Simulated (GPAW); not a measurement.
Here is a GPAW 26.7.0 calculation.

Contents of run.py:

```python
from ase.eos import EquationOfState
from ase.io import Trajectory, read
from ase.units import GPa
from gpaw import GPAW, PW

atoms = read('POSCAR')

traj = Trajectory('eos.traj', 'w')
volumes, energies = [], []
for x in [0.94, 0.96, 0.98, 1.0, 1.02, 1.04, 1.06]:
    a = atoms.copy()
    a.set_cell(atoms.cell * x**(1 / 3), scale_atoms=True)
    calc = GPAW(mode=PW(600),
                xc='LDA',
                kpts={'size': (7, 7, 7), 'gamma': True},
                occupations={'name': 'fermi-dirac', 'width': 0.05},
                nbands=24,
                convergence={'density': 1e-05, 'energy': 1e-05},
                maxiter=150,
                txt=f'eos-{x:.2f}.txt')
    a.calc = calc
    energies.append(a.get_potential_energy(force_consistent=True))
    volumes.append(a.get_volume())
    p = -a.get_stress()[:3].mean() / GPa
    calc.write(f'eos-{x:.2f}.gpw')
    traj.write(a)
    print(f'{x:.2f} {volumes[-1]:10.4f} A^3 {energies[-1]:14.6f} eV {p:9.3f} GPa', flush=True)

v0, e0, B = EquationOfState(volumes, energies, eos='birchmurnaghan').fit()
print(f'V0 = {v0:.4f} A^3, E0 = {e0:.6f} eV, B0 = {B / GPa:.2f} GPa')
```

Contents of POSCAR:

```
Sn
1.0
    0.0000000000      3.2333428000      3.2333428000
    3.2333428000      0.0000000000      3.2333428000
    3.2333428000      3.2333428000      0.0000000000
Sn
2
Direct
    0.7500000000      0.7500000000      0.7500000000
    0.5000000000      0.5000000000      0.5000000000
```

Potentials or basis: the program's PAW data sets (release 1.2.1) made for this functional, pw.

The run is started by

```bash
$ OMP_NUM_THREADS=1 python run.py
```

Task: What does it give for the equilibrium volume?

Result: 33.70 Å³/atom.

Task: What does it give for the pressure derivative of the bulk modulus?

Result: 5.2.

Task: What does it give for the bulk modulus?

Result: 45 GPa.

Energy against volume, from the lowest point:
```csv
volume (Å³/atom),energy (meV/atom)
31.775,17.34
32.451,6.96
33.127,1.35
33.803,0.00
34.479,2.40
35.155,8.12
35.831,16.75
```

LDA usually gives volumes a few per cent too small. Zero-point motion and thermal expansion aren't in these numbers.
